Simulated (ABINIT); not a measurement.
**InP (F-43m): a self-consistent loop beyond G0W0, cycle by cycle**

How far does self-consistency move the gap of InP (F-43m)?

Program: ABINIT 10.8.3. Level of theory: PBE and many-body steps on it, plane waves. Results are calculated unless marked as measured.

**1. The starting structure**

Symmetry: F-43m, No. 216, cubic system. Conventional cell: a = 5.869 Å, b = 5.869 Å, c = 5.869 Å, α = 90.00°, β = 90.00°, γ = 90.00°. In has 4 P at 2.54 Å nearest. P has 4 In at 2.54 Å nearest. Farther neighbours are not listed.

As a file:

```cif
data_structure
_symmetry_space_group_name_H-M 'F-43m'
_symmetry_Int_Tables_number 216
_cell_length_a 5.8687
_cell_length_b 5.8687
_cell_length_c 5.8687
_cell_angle_alpha 90.000
_cell_angle_beta 90.000
_cell_angle_gamma 90.000
_cell_volume 202.13
loop_
_atom_site_label
_atom_site_type_symbol
_atom_site_symmetry_multiplicity
_atom_site_Wyckoff_symbol
_atom_site_fract_x
_atom_site_fract_y
_atom_site_fract_z
_atom_site_occupancy
In1 In 4 a 0.00000 0.00000 0.00000 1
P1 P 4 d 0.25000 0.25000 0.75000 1
```

The cell and positions come from the Crystallography Open Database and are kept as given unless a step says otherwise.

**2. Empty states on the mesh, 4×4×4 mesh, 153 bands**

This step: ABINIT 10.8.3; DFT, PBE, plane waves, norm-conserving pseudopotentials.

The sums over transitions need many empty states on a uniform mesh; this step solves for them.

Contents of run.abi:

```
acell 3*1.0 Angstrom
rprim 
  -0.000000000000 2.934350000000 2.934350000000
  2.934350000000 -0.000000000000 2.934350000000
  2.934350000000 2.934350000000 -0.000000000000
ntypat 2
znucl 49 15
natom 2
typat 1 2
xred 
  0.000000000000 0.000000000000 0.000000000000
  0.250000000000 0.250000000000 0.250000000000
pp_dirpath "pseudos"
pseudos "In.upf, P.upf"
ecut 33
ngkpt 4 4 4
nshiftk 1
shiftk 0 0 0
kptopt 1
chksymbreak 0
irdden 1
istwfk *1
nband 153
prtvol 0
optdriver 6
gwr_task "HDIAGO"
paral_kgb 0
occopt 1
indata_prefix "in"
outdata_prefix "out"
tmpdata_prefix "tmp"
```

Run with:

```console
$ OMP_NUM_THREADS=1 mpirun -n 8 abinit run.abi > log
```

The program printed:

```text
.Version 10.8.3 of ABINIT. v10.8.2 released Aug 2026.

 Symmetries : space group F-4 3 m (#216); Bravais cF (face-center cubic)
[... echo of the input left out ...]
== DATASET  1 ==================================================================
-   mpi_nproc: 8, omp_nthreads: 1 (-1 if OMP is not activated)

--- !DatasetInfo
iteration_state: {dtset: 1, }
dimensions: {natom: 2, nkpt: 8, mband: 153, nsppol: 1, nspinor: 1, nspden: 1, mpw: 3119, }
cutoff_energies: {ecut:  33.0, pawecutdg:  -1.0, }
[...]
Direct band gap semiconductor
 Fundamental gap:     0.688 (eV)
   VBM:     4.922 (eV) at k: [ 0.0000E+00,  0.0000E+00,  0.0000E+00]
   CBM:     5.610 (eV) at k: [ 0.0000E+00,  0.0000E+00,  0.0000E+00]
 Direct gap:         0.688 (eV) at k: [ 0.0000E+00,  0.0000E+00,  0.0000E+00]

== END DATASET(S) ==============================================================
================================================================================

 -outvars: echo values of variables after computation  --------
           etotal      0.0000000000E+00
            nband         153
             nkpt           8
          spgroup         216
 [... the other variables as echoed above ...]

 Calculation completed.
```

The job ended after 31 s (8 MPI ranks of Arm Neoverse V1, shared host; peak memory 4.6 GiB; 4.1 min of CPU time).

Numbers from this step:

* gap: 0.6876 eV
* k of the valence top: 0, 0, 0
* k of the conduction bottom: 0, 0, 0
* least direct gap: 0.6876 eV
* k points computed: 8
* lowest point of the top converged band, above the valence top: 98.9468 eV

On this mesh the gap is 0.688 eV.

The density comes from a self-consistent run that is not shown.

**3. Screening, 4×4×4 mesh, 145 bands, screening to 163.3 eV**

The RPA dielectric matrix is built and inverted for each q.

This step: RPA screening on PBE, plane waves, norm-conserving pseudopotentials.

Edit run.abi of step 2 so:

```diff
@@ -20,10 +20,11 @@
 chksymbreak 0
-irdden 1
 istwfk *1
-nband 153
-prtvol 0
-optdriver 6
-gwr_task "HDIAGO"
-paral_kgb 0
 occopt 1
+irdwfk 1
+optdriver 3
+nband 145
+ecuteps 6
+inclvkb 2
+awtr 1
+symchi 1
 indata_prefix "in"
```

The program printed:

```text
.Version 10.8.3 of ABINIT. v10.8.2 released Aug 2026.

 Symmetries : space group F-4 3 m (#216); Bravais cF (face-center cubic)
[... echo of the input left out ...]
== DATASET  1 ==================================================================
-   mpi_nproc: 8, omp_nthreads: 1 (-1 if OMP is not activated)

--- !DatasetInfo
iteration_state: {dtset: 1, }
dimensions: {natom: 2, nkpt: 8, mband: 145, nsppol: 1, nspinor: 1, nspden: 1, mpw: 3119, }
cutoff_energies: {ecut:  33.0, pawecutdg:  -1.0, }
electrons: {nelect:   2.60000000E+01, charge:   0.00000000E+00, occopt:   1.00000000E+00, tsmear:   1.00000000E-02, }

 SCREENING: Calculation of the susceptibility and dielectric matrices

 Based on a program developped by R.W. Godby, V. Olevano, G. Onida, and L. Reining.
 Incorporated in ABINIT by V. Olevano, G.-M. Rignanese, and M. Torrent.
.Using double precision arithmetic ; gwpc =  8

[... cell and pseudopotentials left out ...]
--------------------------------------------------------------------------------

 ==== K-mesh for the wavefunctions ====
 Number of points in the irreducible wedge :     8
[... list of points left out ...]
 Together with 24 symmetry operations and time-reversal symmetry
 yields    64 points in the full Brillouin Zone.

 ==== Q-mesh for the screening function ====
 Number of points in the irreducible wedge :     8
[... list of points left out ...]
 Together with 24 symmetry operations and time-reversal symmetry
 yields    64 points in the full Brillouin Zone.

 setmesh: FFT mesh size selected  =    30x   30x   30
          total number of points  =        27000

 vcoul_init : cutoff-mode = AUXILIARY_FUNCTION
 q-points for optical limit:   1
     1)      0.000010    0.000020    0.000030

- screening: taking advantage of time-reversal symmetry
- Maximum band index for partially occupied states nbvw = 13
- Remaining bands to be divided among processors   nbcw = 132
- Number of bands treated by each node ~16

 Number of electrons calculated from density =   26.0000; Expected =   26.0000
 average of density, n =  0.076245
 r_s =    1.4630
 omega_plasma =   26.6355 [eV]

 calculating chi0 at frequencies [eV] :
  1    0.000000E+00    0.000000E+00
  2    0.000000E+00    2.663552E+01

--------------------------------------------------------------------------------
  q-point number  1        q = ( 0.000000, 0.000000, 0.000000) [r.l.u.]
--------------------------------------------------------------------------------
[... chi0 elements left out ...]
 For q-point:  0.000010 0.000020 0.000030
  dielectric constant =  47.1961
  dielectric constant without local fields =  49.8094

  Average fulfillment of the sum rule on Im[epsilon] for q-point    1 :     70.97  [%]
[... wings left out ...]
  q-point number  2        q = ( 0.250000, 0.000000, 0.000000) [r.l.u.]
--------------------------------------------------------------------------------
[... chi0 elements left out ...]
  Average fulfillment of the sum rule on Im[epsilon] for q-point    2 :     81.67  [%]

 [... 6 further q-points ...]
```

The job ended after 29 s (8 MPI ranks; peak memory 1.5 GiB).

Numbers from this step:

| Item | Value |
| --- | --- |
| ε∞ with local fields, on this mesh, along the program's q direction | 47.20 |
| the same without local fields | 49.81 |
| plasma frequency | 26.64 eV |
| plane waves in the screening matrix | 259 |

Local fields lower ε∞ by 5 %. On a Γ-centred mesh this coarse the value itself is usually too large, while a short band sum pulls it down.

**4. G0W0**

The self-energy is evaluated for the states that the input lists, and the levels follow from it, in one-shot runs by the linearised quasiparticle equation.

This step: G0W0 on PBE, plane waves, norm-conserving pseudopotentials.

Edit run.abi of step 3 so:

```diff
@@ -23,8 +23,15 @@
 irdwfk 1
-optdriver 3
+optdriver 4
 nband 145
+gwcalctyp 0
+ecutsigx 33
+symsigma 1
+nkptgw 1
+kptgw 
+  0.0000000000 0.0000000000 0.0000000000
+bdgw 
+  11 17
 ecuteps 6
-inclvkb 2
-awtr 1
-symchi 1
+irdscr 1
+ppmodel 1
 indata_prefix "in"
```

The program printed:

```text
.Version 10.8.3 of ABINIT. v10.8.2 released Aug 2026.

 Symmetries : space group F-4 3 m (#216); Bravais cF (face-center cubic)
[... echo of the input left out ...]
== DATASET  1 ==================================================================
-   mpi_nproc: 8, omp_nthreads: 1 (-1 if OMP is not activated)

--- !DatasetInfo
iteration_state: {dtset: 1, }
dimensions: {natom: 2, nkpt: 8, mband: 145, nsppol: 1, nspinor: 1, nspden: 1, mpw: 3119, }
cutoff_energies: {ecut:  33.0, pawecutdg:  -1.0, }
electrons: {nelect:   2.60000000E+01, charge:   0.00000000E+00, occopt:   1.00000000E+00, tsmear:   1.00000000E-02, }

 SIGMA: Calculation of the GW corrections

 Based on a program developped by R.W. Godby, V. Olevano, G. Onida, and L. Reining.
 Incorporated in ABINIT by V. Olevano, G.-M. Rignanese, and M. Torrent.
.Using double precision arithmetic ; gwpc =  8

[... cell and pseudopotentials left out ...]
--------------------------------------------------------------------------------

 ==== K-mesh for the wavefunctions ====
 Number of points in the irreducible wedge :     8
[... list of points left out ...]
 Together with 24 symmetry operations and time-reversal symmetry
 yields    64 points in the full Brillouin Zone.

 ==== Q-mesh for screening function ====
 Number of points in the irreducible wedge :     8
[... list of points left out ...]
 Together with 24 symmetry operations and time-reversal symmetry
 yields    64 points in the full Brillouin Zone.

 vcoul_init : cutoff-mode = AUXILIARY_FUNCTION
 q-points for optical limit:   1
     1)      0.000010    0.000020    0.000030
 setmesh: FFT mesh size selected  =    45x   45x   45
          total number of points  =        91125

 Number of electrons calculated from density =   26.0000; Expected =   26.0000
 average of density, n =  0.076245
 r_s =    1.4630
 omega_plasma =   26.6355 [eV]

 === KS Band Gaps ===
  >>>> For spin  1
   Minimum direct gap =   0.6876 [eV], located at k-point      :   0.0000  0.0000  0.0000
   Fundamental gap    =   0.6876 [eV], Top of valence bands at :   0.0000  0.0000  0.0000
                                       Bottom of conduction at :   0.0000  0.0000  0.0000
 SIGMA fundamental parameters:
 PLASMON POLE MODEL  1
 number of plane-waves for SigmaX                 3119
 number of plane-waves for SigmaC and W            259
 number of plane-waves for wavefunctions          3119
 number of bands                                   145
 number of independent spin polarizations            1
 number of spinorial components                      1
 number of k-points in IBZ                           8
 number of q-points in IBZ                           8
 number of symmetry operations                      24
 number of k-points in BZ                           64
 number of q-points in BZ                           64
 number of frequencies for dSigma/dE                 9
 frequency step for dSigma/dE [eV]                0.25
 number of omega for Sigma on real axis              0
 max omega for Sigma on real axis  [eV]           0.00
 zcut for avoiding poles [eV]                     0.10

 EPSILON^-1 parameters (SCR file):
 dimension of the eps^-1 matrix on file            259
 dimension of the eps^-1 matrix used               259
 number of plane-waves for wavefunctions          3119
 number of bands                                   145
 number of q-points in IBZ                           8
 number of frequencies                               2
 number of real frequencies                          1
 number of imag frequencies                          1

 matrix elements of self-energy operator (all in [eV])

 Perturbative Calculation

--- !SelfEnergy_ee
iteration_state: {dtset: 1, }
kpoint     : [   0.000,    0.000,    0.000, ]
spin       : 1
KS_gap     :    0.688
QP_gap     :    1.349
Delta_QP_KS:    0.661
data: !SigmaeeData |
     Band     E0 <VxcDFT>   SigX SigC(E0)      Z dSigC/dE  Sig(E)    E-E0       E
       11   4.922 -12.904 -14.799   1.128   0.775  -0.290 -13.499  -0.594   4.328
       12   4.922 -12.904 -14.799   1.128   0.775  -0.290 -13.499  -0.594   4.328
       13   4.922 -12.904 -14.799   1.128   0.775  -0.290 -13.499  -0.594   4.328
       14   5.610 -11.727  -7.731  -3.911   0.790  -0.266 -11.660   0.067   5.677
       15   9.010 -10.776  -6.305  -4.289   0.795  -0.258 -10.632   0.144   9.154
       16   9.010 -10.776  -6.305  -4.289   0.795  -0.258 -10.632   0.144   9.154
       17   9.010 -10.776  -6.305  -4.289   0.795  -0.258 -10.632   0.144   9.154

== END DATASET(S) ==============================================================
================================================================================

 -outvars: echo values of variables after computation  --------
           etotal      0.0000000000E+00
            nband         145
             nkpt           8
          spgroup         216
 [... the other variables as echoed above ...]

 Calculation completed.
```

Wall time 6.6 s (8 MPI ranks); peak memory 1.4 GiB; 52 s of CPU time.

Numbers from this step:

```
G0W0 gap on the points computed              : 1.349 eV
starting gap on the mesh                     : 0.6876 eV
k of the valence top                         : 0, 0, 0
k of the conduction bottom                   : 0, 0, 0
Z at the valence top                         : 0.775
Z at the conduction bottom                   : 0.79
least direct G0W0 gap on the computed points : 1.349 eV
```

The gap on the mesh goes from 0.69 eV to 1.35 eV, a correction of +0.66 eV.

**5. evGW0, cycle 1**

This step: evGW0 on PBE, plane waves, norm-conserving pseudopotentials.

Edit run.abi of step 4 so:

```diff
@@ -25,10 +25,24 @@
 nband 145
-gwcalctyp 0
+gwcalctyp 10
 ecutsigx 33
 symsigma 1
-nkptgw 1
+nkptgw 8
 kptgw 
   0.0000000000 0.0000000000 0.0000000000
+  0.2500000000 0.0000000000 0.0000000000
+  0.5000000000 0.0000000000 0.0000000000
+  0.2500000000 0.2500000000 0.0000000000
+  0.5000000000 0.2500000000 0.0000000000
+  -0.2500000000 0.2500000000 0.0000000000
+  0.5000000000 0.5000000000 0.0000000000
+  -0.2500000000 0.5000000000 0.2500000000
 bdgw 
-  11 17
+  11 23
+  11 23
+  11 23
+  11 23
+  11 23
+  11 23
+  11 23
+  11 23
 ecuteps 6
```

The program printed:

```text
.Version 10.8.3 of ABINIT. v10.8.2 released Aug 2026.

 Symmetries : space group F-4 3 m (#216); Bravais cF (face-center cubic)
[... echo of the input left out ...]
== DATASET  1 ==================================================================
-   mpi_nproc: 8, omp_nthreads: 1 (-1 if OMP is not activated)

--- !DatasetInfo
iteration_state: {dtset: 1, }
dimensions: {natom: 2, nkpt: 8, mband: 145, nsppol: 1, nspinor: 1, nspden: 1, mpw: 3119, }
cutoff_energies: {ecut:  33.0, pawecutdg:  -1.0, }
electrons: {nelect:   2.60000000E+01, charge:   0.00000000E+00, occopt:   1.00000000E+00, tsmear:   1.00000000E-02, }

 SIGMA: Calculation of the GW corrections

 Based on a program developped by R.W. Godby, V. Olevano, G. Onida, and L. Reining.
 Incorporated in ABINIT by V. Olevano, G.-M. Rignanese, and M. Torrent.
.Using double precision arithmetic ; gwpc =  8

[... cell and pseudopotentials left out ...]
--------------------------------------------------------------------------------

 ==== K-mesh for the wavefunctions ====
 Number of points in the irreducible wedge :     8
[... list of points left out ...]
 Together with 24 symmetry operations and time-reversal symmetry
 yields    64 points in the full Brillouin Zone.

 ==== Q-mesh for screening function ====
 Number of points in the irreducible wedge :     8
[... list of points left out ...]
 Together with 24 symmetry operations and time-reversal symmetry
 yields    64 points in the full Brillouin Zone.

 vcoul_init : cutoff-mode = AUXILIARY_FUNCTION
 q-points for optical limit:   1
     1)      0.000010    0.000020    0.000030
 setmesh: FFT mesh size selected  =    45x   45x   45
          total number of points  =        91125

 Number of electrons calculated from density =   26.0000; Expected =   26.0000
[...]
spin       : 1
KS_gap     :    4.074
QP_gap     :    4.601
Delta_QP_KS:    0.527
data: !SigmaeeData |
     Band     E_DFT   <VxcDFT>   E(N-1)  <Hhartree>   SigX  SigC[E(N-1)]    Z     dSigC/dE  Sig[E(N)]  DeltaE  E(N)_pert E(N)_diago
[...]
--- !SelfEnergy_ee
iteration_state: {dtset: 1, }
kpoint     : [  -0.250,    0.500,    0.250, ]
spin       : 1
KS_gap     :    7.186
QP_gap     :    7.762
Delta_QP_KS:    0.576
data: !SigmaeeData |
     Band     E_DFT   <VxcDFT>   E(N-1)  <Hhartree>   SigX  SigC[E(N-1)]    Z     dSigC/dE  Sig[E(N)]  DeltaE  E(N)_pert E(N)_diago
[...]
22    19.405    -8.931    19.405    28.336    -2.766    -6.383     0.734    -0.363    -9.092    -0.160    19.245    19.187
       23    21.611   -11.083    21.611    32.694    -3.941    -7.382     0.690    -0.449   -11.248    -0.165    21.445    21.371

 New Fermi energy :        1.810056E-01 Ha ,    4.925412E+00 eV

 === QP Band Gaps ===
  >>>> For spin  1
   Minimum direct gap =   1.5389 [eV], located at k-point      :   0.0000  0.0000  0.0000
   Fundamental gap    =   1.5389 [eV], Top of valence bands at :   0.0000  0.0000  0.0000
                                       Bottom of conduction at :   0.0000  0.0000  0.0000

 writing QP data on file : out_QPS

 Convergence of QP corrections
 >>>>> For spin  1 <<<<<
.  kptgw no:  1; Maximum DeltaE = (   0.000   0.000) for band index:  1
.  kptgw no:  2; Maximum DeltaE = (   0.067   0.000) for band index:  1
.  kptgw no:  3; Maximum DeltaE = (   0.070   0.000) for band index:  1
[...]
.  kptgw no:  7; Maximum DeltaE = (  -0.028  -0.000) for band index:  2
.  kptgw no:  8; Maximum DeltaE = (   0.017   0.000) for band index:  2

== END DATASET(S) ==============================================================
================================================================================

 -outvars: echo values of variables after computation  --------
           etotal      0.0000000000E+00
            nband         145
             nkpt           8
          spgroup         216
 [... the other variables as echoed above ...]

 Calculation completed.
```

It took 2.4 min on 8 MPI ranks; peak memory 2.6 GiB.

This step gave:

```
quasiparticle gap on the mesh                         : 1.539 eV
gap of the density functional on the mesh             : 0.6876 eV
k of the valence top                                  : 0, 0, 0
k of the conduction bottom                            : 0, 0, 0
Z at the valence top                                  : 0.775
Z at the conduction bottom                            : 0.79
least direct quasiparticle gap on the computed points : 1.539 eV
```

Against G0W0 in ABINIT (4×4×4 mesh, 145 bands, screening to 163.3 eV, Godby-Needs plasmon pole), the gap moves by +0.190 eV. This first cycle still uses the starting levels; it takes the full correction, at all points of the mesh, and its linearised value is 1.349 eV.

**6. evGW0, cycle 2**

The corrected levels of the last cycle go back in.

Edit run.abi of step 5 so:

```diff
@@ -50,2 +50,3 @@
 ppmodel 1
+irdqps 1
 indata_prefix "in"
```

The program printed:

```text
.Version 10.8.3 of ABINIT. v10.8.2 released Aug 2026.

 Symmetries : space group F-4 3 m (#216); Bravais cF (face-center cubic)
[... echo of the input left out ...]
== DATASET  1 ==================================================================
-   mpi_nproc: 8, omp_nthreads: 1 (-1 if OMP is not activated)

--- !DatasetInfo
iteration_state: {dtset: 1, }
dimensions: {natom: 2, nkpt: 8, mband: 145, nsppol: 1, nspinor: 1, nspden: 1, mpw: 3119, }
cutoff_energies: {ecut:  33.0, pawecutdg:  -1.0, }
[...]
.  kptgw no:  3; Maximum DeltaE = (  -0.034   0.000) for band index:  1
[...]
.  kptgw no:  7; Maximum DeltaE = (   0.066   0.002) for band index:  9
.  kptgw no:  8; Maximum DeltaE = (  -0.024   0.000) for band index:  2

== END DATASET(S) ==============================================================
================================================================================

 -outvars: echo values of variables after computation  --------
           etotal      0.0000000000E+00
            nband         145
             nkpt           8
          spgroup         216
 [... the other variables as echoed above ...]

 Calculation completed.
```

It took 2.4 min on 8 MPI ranks; peak memory 2.6 GiB.

This step gave:

| Property | Result |
| --- | --- |
| quasiparticle gap on the mesh | 1.42 eV |
| gap of the density functional on the mesh | 0.6876 eV |
| k of the valence top | 0, 0, 0 |
| k of the conduction bottom | 0, 0, 0 |
| least direct quasiparticle gap on the computed points | 1.42 eV |

Against the cycle before, the gap moves by −0.119 eV.

(Continued in part 2 of 3.)

[Paths, hosts, dates, memory and timing lines, banners, echoed tables and standing remarks are left out of the program output.]

[Logs are printed without paths, hosts, clocks, repeated set-up lines and the standing remarks that a program may print on its own settings, such as how far it seeks lower states.]

[Runs of the session that timed out or met a known fault of the program may be left out.]

[Hosts, paths, dates, database ids (printed as entryN), source tags and the programs' standing remarks are cut or masked in the printed files.]

[G0W0 gaps are taken among the corrected bands and points alone; a level outside them can change the order at an edge.]

[Where Ansatz stands beside ABINIT at settings called matched, ABINIT's density can come from a denser mesh and the files from another edition; pairs whose starting gaps differed by over 0.03 eV were left out, so agreement reads better than it is.]
